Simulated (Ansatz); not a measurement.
Task: Wannier functions of the valence bands of KBr, space group Pm-3m, with Ansatz 0.2.0 through its Python package. Give the script and its output. Use: r2SCAN, PAW, cutoff 558 eV, 4×4×4 k-points, fixed occupations.

```
K Br
1.0
     4.04350    0.00000    0.00000
     0.00000    4.04350    0.00000
     0.00000    0.00000    4.04350
K Br
1 1
Direct
  0.00000 0.00000 0.00000
  0.50000 0.50000 0.50000
```

Script `wannier_kbr.py`:
```python
"""Localising the top valence bands of KBr."""

from pathlib import Path
import warnings

import ansatz as az
import tomllib

config = {
    "functional": "r2SCAN",
    "kgrid": (4, 4, 4),
    "smearing": "fixed",
}

warnings.simplefilter("ignore", az.DeckWarning)

cell = (
    az.Lattice.cubic(4.043499)
    .space_group(221)
    .atom("K", [0.0, 0.0, 0.0])
    .atom("Br", [0.5, 0.5, 0.5])
)

base = (
    cell.calculation()
    .basis(41 * az.Ry)
    .functional(config["functional"])
    .kpoints(*config["kgrid"])
    .occupations(config["smearing"])  # whole-number filling, right only where there is a gap
    .wannier(mesh=(3, 3, 3), projections=[az.TrialShell("Br", "p")], minimise=True)
)
result = base.run(threads=1, backend="cpu", runs_dir="w90")
spreads = tomllib.loads(Path(result.output_folder, "results", "wannier.spreads.toml").read_text())
print("converged:", spreads["converged"], "in", spreads["n_iter"], "steps; least projectability", round(spreads["least_projectability"], 3))
print("invariant, diagonal, off-diagonal spread (A^2):", *(round(spreads[k], 4) for k in ("omega_i_ang2", "omega_d_ang2", "omega_od_ang2")))
for function in spreads["wannier"]:
    print("centre", [round(v, 3) for v in function["r"]], "spread", round(function["spread"], 4))
```

`python wannier_kbr.py` gives:
```text
converged: True in 5 steps; least projectability 0.981
invariant, diagonal, off-diagonal spread (A^2): 4.8248 0.0 0.0038
centre [2.022, 2.022, 2.022] spread 1.6096
centre [2.022, 2.022, 2.022] spread 1.6096
centre [2.022, 2.022, 2.022] spread 1.6096
```

The structure comes from a database of computed cells and needn't be a stable or known phase. Hardware and time: 2.4 s on 1 thread of Intel(R) Xeon(R) 6975P-C (Granite Rapids) (shared host), peak memory 0.45 GiB.

(Lines on the test bed's own set-up are left out of the output.)
